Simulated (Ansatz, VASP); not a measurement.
Two plane-wave programs on Zn

```
Zn
1.0
     2.67000    0.00000    0.00000
    -1.33500    2.31229    0.00000
     0.00000    0.00000    4.96600
Zn
2
Direct
  0.33333 0.66667 0.25000
  0.66667 0.33333 0.75000
```

Alike in both runs: task single point; functional PBE; k mesh 9 × 9 × 4; occupations gaussian, width 0.1 eV; no spin polarisation.

|  | VASP | Ansatz |
| --- | --- | --- |
| version | VASP 6.6.1 | Ansatz 0.2.0 |
| potentials or method | VASP PAW PBE potentials, release 64 (Zn) | scalar-relativistic, plane waves, PAW |
| plane-wave cutoff (eV) | 520 | 600 |
| valence electrons in the cell | 24 | 24 |

VASP gave:

```
gap on the k mesh at the Fermi level (eV)       : none
pressure (GPa)                                  : -0.3
largest component of the traceless stress (GPa) : 0.49
```

Q: What did Ansatz give for the same quantities?

A: gap on the k mesh at the Fermi level (eV): none; pressure (GPa): -0.8; largest component of the traceless stress (GPa): 0.28.

A gap of «none» marks a metal or a gap that the smearing closes.
